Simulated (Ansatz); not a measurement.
Mg:

```
CELL_PARAMETERS angstrom
3.17683 0.00000 0.00000
-1.58841 2.75121 0.00000
0.00000 0.00000 10.31886
ATOMIC_POSITIONS crystal
Mg 0.66667 0.33333 0.75000
Mg 0.00000 0.00000 0.50000
Mg 0.33333 0.66667 0.25000
Mg 0.00000 0.00000 0.00000
```

* Program: Ansatz 0.2.0
* Task: relaxation of cell and atoms
* Functional: PBEsol
* Dispersion: D3(BJ)
* Potentials or basis: Ansatz PAW
* Cutoff: 420 eV (not typed: the program's choice for these potentials)
* k mesh: 10 × 10 × 3
* Occupations: fermi-dirac, width 0.05 eV
* Spin: no spin polarisation

At the start: volume 22.55 Å³/atom.

How do energy, volume and symmetry change on relaxing?

It ends after 4 steps and the volume is 21.47 Å³/atom (-4.8 %); space group P6_3/mmc (No. 194, to 0.05 Å).

The path:
```csv
step,energy change (eV),largest force (eV/Å),volume (Å³)
1,0.0000,0.0000,90.19
2,-0.0274,0.0000,86.31
3,-0.0278,0.0000,85.87
4,-0.0277,0.0000,85.87
```

Final structure:
```yaml
crystal:
  lattice:
    - [3.10944, 0.00000, 0.00000]
    - [-1.55472, 2.69285, 0.00000]
    - [0.00000, 0.00000, 10.25524]
  atoms:
    - { symbol: Mg, position: [0.66667, 0.33333, 0.75000] }
    - { symbol: Mg, position: [0.00000, 0.00000, 0.50000] }
    - { symbol: Mg, position: [0.33333, 0.66667, 0.25000] }
    - { symbol: Mg, position: [0.00000, 0.00000, 0.00000] }
```

Caveat: the plane-wave basis is chosen anew once the cell has moved, so the energies of steps on either side of that aren't comparable; pairwise dispersion overbinds metals, which lowers pressure and volume; the PAW data sets come from PBE, with cores solved anew for the run's functional, which leaves a small shift of forces and pressure.
